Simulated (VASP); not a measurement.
A calculation with VASP 6.6.1 of I (ASE script, structure typed inline):

The input run.py:

```python
from ase import Atoms
from ase.calculators.vasp import Vasp
from ase.dft.bandgap import bandgap

atoms = Atoms(
    ['I'],
    cell=[[-2.0893754423, 2.0893754423, 2.0893754423], [2.0893754423, -2.0893754423, 2.0893754423], [2.0893754423, 2.0893754423, -2.0893754423]],
    scaled_positions=[[0.0, 0.0, 0.0]],
    pbc=True,
)
calc = Vasp(
    directory='calc',
    xc='pbe',
    pp='PBE',
    setups='recommended',
    prec='Accurate',
    encut=520,
    ediff=1e-06,
    ismear=0,
    sigma=0.02,
    lreal=False,
    lasph=True,
    nelm=80,
    algo='Normal',
    isif=2,
    lwave=False,
    lcharg=True,
    lelf=True,
    lvhar=True,
    kpts=[9, 9, 9],
    gamma=True,
    nbands=10,
)
atoms.calc = calc

print('energy (eV):', atoms.get_potential_energy())
print('free energy (eV):', atoms.get_potential_energy(force_consistent=True))
print('forces (eV/A):')
print(atoms.get_forces())
print('stress (eV/A^3, Voigt):', atoms.get_stress())
print('Fermi level (eV):', calc.get_fermi_level())
gap, top, bottom = bandgap(calc)
print('band gap (eV):', gap, 'from (spin, k, band)', top, 'to', bottom)
```

Potentials or basis: VASP PAW PBE potentials, release 64 (I).

Launch:

```sh
$ python run.py
```

The real solid is made of molecules; this cell is a model form.

Question: Write the same calculation in another form: native input, structure from a POSCAR.

Answer: As run:

Contents of INCAR:

```
PREC     = Accurate       # precision mode
ENCUT    = 520            # plane-wave cutoff, eV
EDIFF    = 1E-6           # SCF threshold, eV
ISMEAR   = 0              # smearing method
SIGMA    = 0.02           # smearing width, eV
LREAL    = False          # projectors in reciprocal space
LASPH    = True           # aspherical terms in the spheres
NELM     = 80             # most SCF steps
ALGO     = Fast           # electronic algorithm
ISIF     = 2              # what is computed and relaxed
LWAVE    = False          # write WAVECAR
LCHARG   = True           # write CHGCAR
GGA      = PE             # functional
LELF     = True           # ELF
LVHAR    = True
```

KPOINTS

```
regular mesh
0
Gamma
  9 9 9
```

File POSCAR:

```
I
1.0
   -2.0893754423      2.0893754423      2.0893754423
    2.0893754423     -2.0893754423      2.0893754423
    2.0893754423      2.0893754423     -2.0893754423
I
1
Direct
    0.0000000000      0.0000000000      0.0000000000
```

Potentials or basis: VASP PAW PBE potentials, release 64 (I).

The run is started by

```sh
$ cat potpaw_PBE.64/I/POTCAR > POTCAR
$ mpirun -np 1 vasp_std > vasp.out
```

Both were run:

|  | ASE script, structure typed inline | native input, structure from a POSCAR |
| --- | --- | --- |
| Pressure | -0.2 GPa | -0.2 GPa |
| Band gap on the k mesh | none (metal or under the smearing width) | none (metal or under the smearing width) |

Keys that steer only the numerical path or the files written may differ.

Caveat: an odd number of electrons without spin polarisation forces a metal; a magnetic or distorted state may lie lower.
